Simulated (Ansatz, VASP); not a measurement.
# BAs in VASP and in Ansatz

The input INCAR:

```
PREC = Accurate
ENCUT = 600
EDIFF = 1E-6
ISMEAR = 0
SIGMA = 0.02
LREAL = F
LASPH = T
NELM = 80
ALGO = Normal
ISIF = 3
LWAVE = F
LCHARG = F
GGA = PS
IBRION = 2
NSW = 70
EDIFFG = -0.005
```

The input KPOINTS:

```
Automatic mesh
0
Gamma
  10 10 10
```

File POSCAR:

```
BAs
1.0
    0.0000000000      2.4044111851      2.4044111851
    2.4044111851      0.0000000000      2.4044111851
    2.4044111851      2.4044111851      0.0000000000
B As
1 1
Direct
    0.0000000000      0.0000000000      0.0000000000
    0.2500000000      0.2500000000      0.2500000000
```

Input for Ansatz:

```yaml
crystal:
  lattice:
    - [0.0, 2.4044111851, 2.4044111851]
    - [2.4044111851, 0.0, 2.4044111851]
    - [2.4044111851, 2.4044111851, 0.0]
  atoms:
    - { symbol: B, position: [0.0, 0.0, 0.0] }
    - { symbol: As, position: [0.25, 0.25, 0.25] }
basis:
  ecutwfc: 420
kpoints:
  mp_grid: { grid: [10, 10, 10] }
hamiltonian:
  xc: pbesol
scf:
  occupations: { method: gaussian, width: 0.02 }
output:
  forces: true
  stress: true
  eigenvalues: true
  write_density: true
  write_potential: true
  elf: true
  volumetric_format: npy
relax:
  adjacent_minimum: "off"
  f_tol: 0.005
  max_steps: 50
  cell: { stress_tol: 0.05 }
```

Alike in both runs: task relaxation of cell and atoms; functional PBEsol; k mesh 10 × 10 × 10; occupations gaussian, width 0.02 eV; no spin polarisation.

|  | VASP | Ansatz |
| --- | --- | --- |
| version | VASP 6.6.1 | Ansatz 0.2.0 |
| potentials or method | VASP PAW PBE potentials, release 64 (B, As) | scalar-relativistic, plane waves, PAW |
| plane-wave cutoff (eV) | 600 | 420 |
| valence electrons in the cell | 8 | 18 |

VASP gave:

* gap on the k mesh at the Fermi level, each at its own relaxed structure (eV): 1.08
* relaxed volume (Å³/atom): 13.63
* relaxed cell length with the largest relative difference (Å): 3.378
* energy change over the relaxation (meV/atom): -2

**Question.** Which values does Ansatz return?

**Answer.** gap on the k mesh at the Fermi level, each at its own relaxed structure (eV): 1.08; relaxed volume (Å³/atom): 13.55; relaxed cell length with the largest relative difference (Å): 3.371; energy change over the relaxation (meV/atom): -4.

The two sets of potentials don't hold the same shells in valence.

Caveats: the PAW data sets were made with another functional, which shifts forces and pressure a little (VASP). A k mesh can miss the band edges. PBEsol gaps usually lie below the measured ones, often by a third to a half.
